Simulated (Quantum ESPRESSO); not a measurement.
# Ni: orders under a distortion at fixed volume

Aim: follow moments and order energies of Ni with a distortion at fixed volume.

Method: PBE; plane waves with GBRV 1.5 PBE potentials, no spin-orbit coupling, in Quantum ESPRESSO 7.5.

**1. The structure**

It takes space group Fm-3m (No. 225, cubic). The conventional cell has a = 3.524 Å, b = 3.524 Å, c = 3.524 Å, α = 90.00°, β = 90.00°, γ = 90.00°. Nearest to Ni lie 12 Ni at 2.49 Å.

The lattice constants were typed from memory of published values and not checked against a source.

**2. Factor along z 0.7884, ferro +**

Lengths along Cartesian z scale by the factor and those normal to it by its inverse root. Atoms keep their fractional places. Seeded atoms are those given a starting moment.

The input, pw.in:

```
&CONTROL
  calculation = 'scf'
  prefix = 'pwscf'
  outdir = './tmp'
  pseudo_dir = './pseudo'
  disk_io = 'nowf'
  tprnfor = .true.
  tstress = .true.
/
&SYSTEM
  ibrav = 0
  celldm(1) = 8
  nat = 1
  ntyp = 1
  ecutwfc = 40
  ecutrho = 280
  nbnd = 15
  occupations = 'smearing'
  smearing = 'fd'
  degauss = 0.00367493
  nspin = 2
  starting_magnetization(1) = 0.0556
/
&ELECTRONS
  conv_thr = 2d-09
  electron_maxstep = 150
  mixing_beta = 0.3
/
ATOMIC_SPECIES
Ni     58.6934 ni_pbe_v1.4.uspp.F.UPF
CELL_PARAMETERS alat
   0.0000000000000    0.4687502111022    0.3281416818833
   0.4687502111022    0.0000000000000    0.3281416818833
   0.4687502111022    0.4687502111022    0.0000000000000
ATOMIC_POSITIONS crystal
Ni      0.0000000000    0.0000000000    0.0000000000
K_POINTS automatic
20 20 20 0 0 0
```

Command:

```sh
> OMP_NUM_THREADS=1 mpirun -n 4 pw.x -nk 4 -in pw.in > pw.out
```

The log of the run:

```text
Program PWSCF v.7.5 starts

     Message from routine setup:
     using ibrav=0 with symmetry is DISCOURAGED, use correct ibrav instead

     K-points division:     npool     =       4
     Subspace diagonalization in iterative solution of the eigenvalue problem:

     bravais-lattice index     =            0
     lattice parameter (alat)  =       8.0000  a.u.
     unit-cell volume          =      73.8319 (a.u.)^3
     number of atoms/cell      =            1
     number of atomic types    =            1
     number of electrons       =        18.00
     number of Kohn-Sham states=           15
     kinetic-energy cutoff     =      40.0000  Ry
     charge density cutoff     =     280.0000  Ry
     scf convergence threshold =      2.0E-09
     mixing beta               =       0.3000
     number of iterations used =            8  plain     mixing
     Exchange-correlation=  SLA  PW   PBX  PBC
                           (   1   4   3   4   0   0   0)

     celldm(1)=   8.000000  celldm(2)=   0.000000  celldm(3)=   0.000000
     celldm(4)=   0.000000  celldm(5)=   0.000000  celldm(6)=   0.000000

     crystal axes: (cart. coord. in units of alat)
               a(1) = (   0.000000   0.468750   0.328142 )
               a(2) = (   0.468750   0.000000   0.328142 )
               a(3) = (   0.468750   0.468750   0.000000 )

     reciprocal axes: (cart. coord. in units 2 pi/alat)
               b(1) = ( -1.066666  1.066666  1.523732 )
               b(2) = (  1.066666 -1.066666  1.523732 )
               b(3) = (  1.066666  1.066666 -1.523732 )

     PseudoPot. # 1 for Ni read from file:
     ni_pbe_v1.4.uspp.F.UPF
     Pseudo is Ultrasoft + core correction, Zval = 18.0

     atomic species   valence    mass     pseudopotential
     Ni               18.00    58.69340     Ni( 1.00)

     Starting magnetic structure
     atomic species   magnetization
     Ni              0.056

     16 Sym. Ops., with inversion, found

   Cartesian axes

     site n.     atom                  positions (alat units)
         1        Ni     tau(   1) = (   0.0000000   0.0000000   0.0000000  )

     number of k points=   641  Fermi-Dirac smearing, width (Ry)=  0.0037

     Number of k-points >= 100: set verbosity='high' to print them.

     Dense  grid:     5845 G-vectors     FFT dimensions: (  25,  25,  30)

     Smooth grid:     2491 G-vectors     FFT dimensions: (  20,  20,  24)

     Check: negative core charge=   -0.000020
     Generating pointlists ...
     new r_m :   0.2360 (alat units)  1.8882 (a.u.) for type    1

     Initial potential from superposition of free atoms

     starting charge      16.0000, renormalised to      18.0000
     Starting wfcs are   13 randomized atomic wfcs +    2 random wfcs

     Self-consistent Calculation

     iteration #  1     ecut=    40.00 Ry     beta= 0.30
     Davidson diagonalization with overlap
     ethr =  1.00E-02,  avg # of iterations =  5.1

     total energy              =    -337.02278173 Ry
     estimated scf accuracy    <      31.14243963 Ry

     total magnetization       =     0.41 Bohr mag/cell
     absolute magnetization    =     0.41 Bohr mag/cell

     iteration #  2     ecut=    40.00 Ry     beta= 0.30
     Davidson diagonalization with overlap
     ethr =  1.00E-02,  avg # of iterations =  3.0

     total energy              =    -343.04142046 Ry
     estimated scf accuracy    <       1.10976178 Ry

     total magnetization       =     0.42 Bohr mag/cell
     absolute magnetization    =     0.49 Bohr mag/cell

     [... further iterations left out ...]

     iteration # 11     ecut=    40.00 Ry     beta= 0.30
     Davidson diagonalization with overlap
     ethr =  4.41E-10,  avg # of iterations =  2.0

     total energy              =    -343.27083178 Ry
     estimated scf accuracy    <          8.7E-09 Ry

     total magnetization       =     0.59 Bohr mag/cell
     absolute magnetization    =     0.67 Bohr mag/cell

     iteration # 12     ecut=    40.00 Ry     beta= 0.30
     Davidson diagonalization with overlap
     ethr =  4.83E-11,  avg # of iterations =  2.0

     Magnetic moment per site  (integrated on atomic sphere of radius R)
     atom   1 (R=0.236)  charge= 16.5510  magn=  0.6249

     End of self-consistent calculation

     Number of k-points >= 100: set verbosity='high' to print the bands.

     the Fermi energy is    17.6426 ev

!    total energy              =    -343.27083186 Ry
     estimated scf accuracy    <          2.9E-10 Ry
     smearing contrib. (-TS)   =      -0.00098766 Ry
     internal energy E=F+TS    =    -343.26984420 Ry

     The total energy is F=E-TS. E is the sum of the following terms:
     one-electron contribution =    -192.42503309 Ry
     hartree contribution      =     107.80607383 Ry
     xc contribution           =     -35.56985111 Ry
     ewald contribution        =    -223.08103383 Ry

     total magnetization       =     0.59 Bohr mag/cell
     absolute magnetization    =     0.67 Bohr mag/cell

     convergence has been achieved in  12 iterations

     Forces acting on atoms (cartesian axes, Ry/au):

     atom    1 type  1   force =     0.00000000    0.00000000    0.00000000

     Total force =     0.000000     Total SCF correction =     0.000000

     Computing stress (Cartesian axis) and pressure

          total   stress  (Ry/bohr**3)                   (kbar)     P=      -61.07
  -0.00039704   0.00000000  -0.00000000          -58.41        0.00       -0.00
   0.00000000  -0.00039704  -0.00000000            0.00      -58.41       -0.00
  -0.00000000  -0.00000000  -0.00045131           -0.00       -0.00      -66.39

=------------------------------------------------------------------------------=
   JOB DONE.
=------------------------------------------------------------------------------=
```

The job ended after 21 s (4 MPI ranks of Intel Xeon Platinum 8488C (Sapphire Rapids), shared host; peak memory 0.31 GiB).

Spin moment in the atom's sphere by atom:

```csv
atom,spin moment in the atom's sphere (μB)
Ni1,0.625
```

This step gave:

* smearing term TS: 0.01344 eV
* pressure: -6.107 GPa
* magnetization: 0.59 μB
* absolute magnetization: 0.665 μB
* final state: ferromagnetic

**3. Factor along z 0.7884, no spin polarisation**

Edit pw.in of step 2 so:

```diff
@@ -20,4 +20,2 @@
   degauss = 0.00367493
-  nspin = 2
-  starting_magnetization(1) = 0.0556
 /
```

The log of the run:

```text
     [... lines left out ...]
Program PWSCF v.7.5 starts
     [... lines left out ...]
     number of atoms/cell      =            1
     [... lines left out ...]
     number of electrons       =        18.00
     number of Kohn-Sham states=           15
     kinetic-energy cutoff     =      40.0000  Ry
     charge density cutoff     =     280.0000  Ry
     scf convergence threshold =      2.0E-09
     [... lines left out ...]
     16 Sym. Ops., with inversion, found
     [... lines left out ...]
     number of k points=   641  Fermi-Dirac smearing, width (Ry)=  0.0037
     [... lines left out ...]
     iteration # 10     ecut=    40.00 Ry     beta= 0.30
     [... lines left out ...]
     the Fermi energy is    17.5266 ev
!    total energy              =    -343.26956897 Ry
     estimated scf accuracy    <          1.1E-09 Ry
     smearing contrib. (-TS)   =      -0.00117262 Ry
     [... lines left out ...]
     convergence has been achieved in  10 iterations
     [... lines left out ...]
     Total force =     0.000000     Total SCF correction =     0.000000
     [... lines left out ...]
          total   stress  (Ry/bohr**3)                   (kbar)     P=      -81.40
     [... lines left out ...]
```

The job ended after 9.4 s (4 MPI ranks; peak memory 0.26 GiB; 37 s of CPU time).

This step gave:

```
smearing term TS : 0.01595 eV
pressure         : -8.140 GPa
final state      : non-magnetic (no spin polarisation)
```

**4. Factor along z 1.0785, ferro +**

Edit pw.in of step 3 so:

```diff
@@ -20,2 +20,4 @@
   degauss = 0.00367493
+  nspin = 2
+  starting_magnetization(1) = 0.0556
 /
@@ -29,5 +31,5 @@
 CELL_PARAMETERS alat
-   0.0000000000000    0.4687502111022    0.3281416818833
-   0.4687502111022    0.0000000000000    0.3281416818833
-   0.4687502111022    0.4687502111022    0.0000000000000
+   0.0000000000000    0.4007787712232    0.4488848349963
+   0.4007787712232    0.0000000000000    0.4488848349963
+   0.4007787712232    0.4007787712232    0.0000000000000
 ATOMIC_POSITIONS crystal
```

The log of the run:

```text
     [... lines left out ...]
Program PWSCF v.7.5 starts
     [... lines left out ...]
     number of atoms/cell      =            1
     [... lines left out ...]
     number of electrons       =        18.00
     number of Kohn-Sham states=           15
     kinetic-energy cutoff     =      40.0000  Ry
     charge density cutoff     =     280.0000  Ry
     scf convergence threshold =      2.0E-09
     [... lines left out ...]
     16 Sym. Ops., with inversion, found
     [... lines left out ...]
     number of k points=   641  Fermi-Dirac smearing, width (Ry)=  0.0037
     [... lines left out ...]
     iteration # 12     ecut=    40.00 Ry     beta= 0.30
     [... lines left out ...]
     Magnetic moment per site  (integrated on atomic sphere of radius R)
     atom   1 (R=0.234)  charge= 16.4963  magn=  0.6808
     [... lines left out ...]
     the Fermi energy is    17.7562 ev
!    total energy              =    -343.27515252 Ry
     estimated scf accuracy    <          3.8E-11 Ry
     smearing contrib. (-TS)   =      -0.00114766 Ry
     [... lines left out ...]
     total magnetization       =     0.64 Bohr mag/cell
     absolute magnetization    =     0.73 Bohr mag/cell
     convergence has been achieved in  12 iterations
     [... lines left out ...]
     Total force =     0.000000     Total SCF correction =     0.000000
     [... lines left out ...]
          total   stress  (Ry/bohr**3)                   (kbar)     P=      -68.94
     [... lines left out ...]
```

Run time: 17 s. Hardware: 4 MPI ranks; peak memory 0.32 GiB; 68 s of CPU time.

Read from the output:

```yaml
smearing_term_ts: 0.01561 eV
pressure: -6.894 GPa
magnetization: 0.636 μB
absolute_magnetization: 0.733 μB
final_state: ferromagnetic
largest_moment: 0.6808 μB
```

**5. The series**

The runs not shown differ from these in the moved quantity alone.

Final states:

```csv
tetragonal,ferro +,no spin polarisation
0.7884,ferromagnetic,non-magnetic
0.8255,ferromagnetic,non-magnetic
0.8618,ferromagnetic,non-magnetic
0.9043,ferromagnetic,non-magnetic
0.9459,ferromagnetic,non-magnetic
1,ferromagnetic,non-magnetic
1.04,ferromagnetic,non-magnetic
1.079,ferromagnetic,non-magnetic
```

Table of largest site moment, ferro + by tetragonal:

```csv
tetragonal (factor),"largest site moment, ferro + (μB)"
0.788,0.625
0.826,0.638
0.862,0.667
0.904,0.685
0.946,0.688
1.000,0.689
1.040,0.686
1.079,0.681
```

Energy less that of the parallel start, no spin polarisation against tetragonal:

```csv
tetragonal (factor),"energy less that of the parallel start, no spin polarisation (meV a seeded atom)"
0.788,17.2
0.826,20.1
0.862,28.8
0.904,41.5
0.946,51.8
1.000,57.1
1.040,54.3
1.079,46.1
```

The energy over the lowest by tetragonal; values in meV an atom:

```csv
tetragonal (factor),ferro +,no spin polarisation
0.788,101,118
0.826,94.4,115
0.862,74.4,103
0.904,43.3,84.8
0.946,15.8,67.6
1.000,0,57.1
1.040,10.1,64.4
1.079,41.8,87.9
```

**6. Outcome**

```
moment, parallel start       : 0.625 to 0.689 μB
states met from these starts : ferromagnetic
```

**Reading.** The moment of the parallel start goes from 0.625 μB at 0.7884 to 0.681 μB at 1.0785. The net moment of the cell goes from 0.59 to 0.636 μB. The radius of the spheres follows the nearest distance, so part of the change of the site moments is the spheres'. Only a parallel start was run beside the spinless one, so opposed or spiral orders, which may lie lower, are not probed.

[Logs and program files are shortened in this print: banners, set-up blocks, solver, clock and traceback lines can be left out without a mark of their own.]

[Logs are printed without paths, hosts, clocks, repeated set-up lines and the standing remarks that a program may print on its own settings, such as how far it seeks lower states.]

[Hosts, paths, dates, database ids (printed as entryN), source tags and the programs' standing remarks are cut or masked in the printed files.]

[Where a cell is said to come from a database of computed structures, the database is the Materials Project.]
